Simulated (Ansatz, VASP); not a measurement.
LiCl: VASP beside Ansatz

Contents of INCAR:

```
PREC     = Accurate       # precision mode
ENCUT    = 520            # plane-wave cutoff, eV
EDIFF    = 1E-6           # SCF threshold, eV
ISMEAR   = 0              # smearing method
SIGMA    = 0.05           # smearing width, eV
LREAL    = False          # projectors in reciprocal space
LASPH    = True           # aspherical terms in the spheres
NELM     = 80             # most SCF steps
ALGO     = Normal         # electronic algorithm
ISIF     = 2              # what is computed and relaxed
LWAVE    = False          # write WAVECAR
LCHARG   = True           # write CHGCAR
GGA      = PE             # functional
LELF     = True           # ELF
LVHAR    = True         
NBANDS   = 12             # bands
```

KPOINTS

```
Automatic mesh
0
Gamma
  8 8 8
```

The input POSCAR:

```
LiCl
1.0
    0.0000000000      2.5647600000      2.6032314000
    2.5647600000      0.0000000000      2.6032314000
    2.5647600000      2.5647600000      0.0000000000
Li Cl
1 1
Direct
    0.0000000000      0.0000000000      0.0000000000
    0.5000000000      0.5000000000      0.5000000000
```

Input for Ansatz:

```yaml
crystal:
  lattice:
    - [0.0, 2.56476, 2.6032314]
    - [2.56476, 0.0, 2.6032314]
    - [2.56476, 2.56476, 0.0]
  atoms:
    - { symbol: Li, position: [0.0, 0.0, 0.0] }
    - { symbol: Cl, position: [0.5, 0.5, 0.5] }
basis:
  ecutwfc: 420
kpoints:
  mp_grid: { grid: [8, 8, 8] }
hamiltonian:
  xc: pbe
scf:
  occupations: { method: gaussian, width: 0.05 }
output:
  forces: true
  stress: true
  eigenvalues: true
```

Change from the starting cell: strain +0.000 along x and y, +0.015 along z, atoms carried along.

Alike in both runs: task single point; functional PBE; k mesh 8 × 8 × 8; occupations gaussian, width 0.05 eV; no spin polarisation.

|  | VASP | Ansatz |
| --- | --- | --- |
| version | VASP 6.6.1 | Ansatz 0.2.0 |
| potentials or method | VASP PAW PBE potentials, release 64 (Li_sv, Cl) | scalar-relativistic, plane waves, PAW |
| plane-wave cutoff (eV) | 520 | 420 |
| valence electrons in the cell | 10 | 10 |

|  | VASP | Ansatz | Ansatz less VASP |
| --- | --- | --- | --- |
| gap on the k mesh at the Fermi level (eV) | 6.23 | 6.22 | -0.012 |
| least direct gap on the mesh (eV) | 6.23 | 6.22 | -0.012 |

With one functional, cell and mesh, what is left measures potentials, basis and numerics.

 A k mesh can miss the band edges.
